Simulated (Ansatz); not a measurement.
# Eu: how the settings move a single-point run

Question: which choices in the input matter for Eu?

Computed with Ansatz 0.2.0 (reference: DFT, PBE, all-electron LAPW, scalar-relativistic, unless a step's input says otherwise).

## (1) The system as given

The structure is cubic, space group Im-3m (No. 229). Conventional cell: a = 4.606 Å, b = 4.606 Å, c = 4.606 Å, α = 90.00°, β = 90.00°, γ = 90.00°. Eu (site symmetry m-3m) has 8 Eu at 3.99 Å as nearest neighbours.

As a file:

```cif
data_structure
_symmetry_space_group_name_H-M 'P 1'
_symmetry_Int_Tables_number 1
_cell_length_a 4.6060
_cell_length_b 4.6060
_cell_length_c 4.6060
_cell_angle_alpha 90.000
_cell_angle_beta 90.000
_cell_angle_gamma 90.000
_cell_volume 97.72
loop_
_atom_site_label
_atom_site_type_symbol
_atom_site_fract_x
_atom_site_fract_y
_atom_site_fract_z
_atom_site_occupancy
Eu1 Eu 0.00000 0.00000 0.00000 1
Eu2 Eu 0.50000 0.50000 0.50000 1
```

## (2) Reference

Contents of input.yaml:

```yaml
crystal:
  lattice:
    - [4.606, 0.0, 0.0]
    - [0.0, 4.606, 0.0]
    - [0.0, 0.0, 4.606]
  atoms:
    - { symbol: Eu, position: [0.0, 0.0, 0.0], spin: 7.0 }
    - { symbol: Eu, position: [0.5, 0.5, 0.5], spin: 7.0 }
magnetization:
  spin_polarized: true
kpoints:
  mp_grid: { grid: [7, 7, 7] }
scf:
  occupations: { method: fermi_dirac, width: 0.05 }
hamiltonian:
  xc: pbe
  pseudopotentials: { kind: all_electron, lapw: { basis_error: 0.0005 } }
output:
  forces: true
  stress: true
  eigenvalues: true
  populations: true
```

Command:

```bash
$ ansatz run input.yaml --threads 1 --pin off --max-ram 3072MiB --backend cpu --events-out ev --progress --plain --runs-dir out
```

## (3) Changing settings: mp_grid.grid [10, 10, 10]

input.yaml: that of step 2 with these lines changed.

```diff
@@ -11,3 +11,3 @@
 kpoints:
-  mp_grid: { grid: [7, 7, 7] }
+  mp_grid: { grid: [10, 10, 10] }
 scf:
```

Q: Predict the outcome of this session. Wanted: for each run, ending; energy change; pressure; abs. moment; force.

As calculated:

| run | ending | energy change | pressure (GPa) | abs. moment (μB) | force (eV/Å) | cycles | time |
| --- | --- | --- | --- | --- | --- | --- | --- |
| reference | converged | 0 | -1.5 | 14.86 | 0.00 | 12 | 43 s |
| 1: mp_grid.grid [10, 10, 10] | converged | -0.8 meV/atom | -1.5 | 14.74 | 0.00 | 10 | 90 s |

Residual by cycle in the longest SCF loop of each run; runs are numbered as in the table. The quantity is the density residual dr2, in eV.

| cycle | reference | run 1 |
| --- | --- | --- |
| 1 | 0.0258 | 0.0257 |
| 2 | 0.0174 | 0.0174 |
| 3 | 0.00772 | 0.00743 |
| 4 | 0.00233 | 0.00248 |
| 5 | 3.2e-4 | 3.6e-4 |
| 6 | 1.6e-5 | 2.6e-5 |
| 7 | 4.0e-6 | 5.5e-6 |
| 8 | 1.5e-7 | 5.3e-8 |
| 9 | 2.0e-7 | 3.5e-8 |
| 10 | 1.9e-8 | 1.9e-9 |
| 11 | 7.2e-10 | - |
| 12 | 9.1e-11 | - |

**Reading.** Changing the k-point mesh moves the energy by -0.8 meV/atom, and the absolute moment goes from 14.86 to 14.74 μB. The energy is not variational in the mesh, so the sign tells nothing. Cost: 10 SCF cycles against 12, 90 s against 43 s.
